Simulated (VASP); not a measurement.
Runs of VASP 6.6.1 on CuO (Tenorite). Symmetry: C2/c, No. 15, monoclinic system. Conventional cell: a = 4.652 Å, b = 3.400 Å, c = 5.094 Å, α = 90.00°, β = 99.54°, γ = 90.00°. Cu (site symmetry -1) has 4 O at 1.94 to 1.95 Å as nearest neighbours. Around O (site symmetry 2) lie 4 Cu at 1.94 to 1.95 Å. 

```tsv
level	cell	gap on the mesh (eV)	pressure (GPa)	largest force (eV/Å)
PBEsol+D4	C2/c, 9.93 Å³/atom	none	-0.9	(c)
PBE	C2/c, 10.34 Å³/atom	none	2.9	0.28
revPBE	C2/c, 9.53 Å³/atom	none	24.4	(a)
PBEsol+D4	C2/c, 9.73 Å³/atom	none	3.1	(b)
```

Alike in all rows: task single point; potentials or basis VASP PAW PBE potentials, release 64 (Cu, O); no spin polarisation; k mesh 10 × 10 × 5; cutoff (eV) 520; smearing fermi-dirac 0.05 eV.

Fill in the values left out.

(a) 0.06; (b) 0.18; (c) 0.26.

Caveats: the run has no spin polarisation, though such a crystal can be magnetic; semilocal functionals often make such compounds metallic where correlation or magnetic order opens a gap, which also shifts bond lengths; the PAW data sets were made with another functional, which shifts forces and pressure a little (some runs); pairwise dispersion overbinds metals, which lowers pressure and volume (some runs); so large a pressure means that the cell lies far from this level's equilibrium, or that cutoff or potentials fall short (some runs); the potentials were made for another functional, which shifts forces and pressure (some runs).

A gap of «none» marks a metal or a gap under the smearing width.
